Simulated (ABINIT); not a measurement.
The system is Ge.

```xyz
2
Lattice="-2.5745 2.5745 1.3974 2.5745 -2.5745 1.3974 2.5745 2.5745 -1.3974" Properties=species:S:1:pos:R:3 pbc="T T T"
Ge    0.0000    0.0000    1.3974
Ge    2.5745    0.0000    0.6987
```

This isn't the form of Ge at room conditions, which is diamond.

Base run:

* Program: ABINIT 10.8.3 (patched build)
* Functional: AM05
* Potentials or basis: JTH PAW PBE v2.0
* Cutoff: 599 eV
* k mesh: 11 × 11 × 11
* Occupations: fermi-dirac, width 0.05 eV
* Spin: no spin polarisation

Its results: band gap on the k mesh none (metal or under the smearing width); pressure -1.7 GPa.

Q: After a change of settings the same cell gave: band gap on the k mesh none (metal or under the smearing width); pressure 2.6 GPa. Which change was it?
A. functional from AM05 to rPW86PBE
B. functional from AM05 to PBEsol; k mesh from 11 × 11 × 11 to 14 × 14 × 14
C. functional from AM05 to PBE; k mesh from 11 × 11 × 11 to 9 × 9 × 9

A: C.

Caveats: the PAW data sets were made with another functional, which shifts forces and pressure a little (some runs).
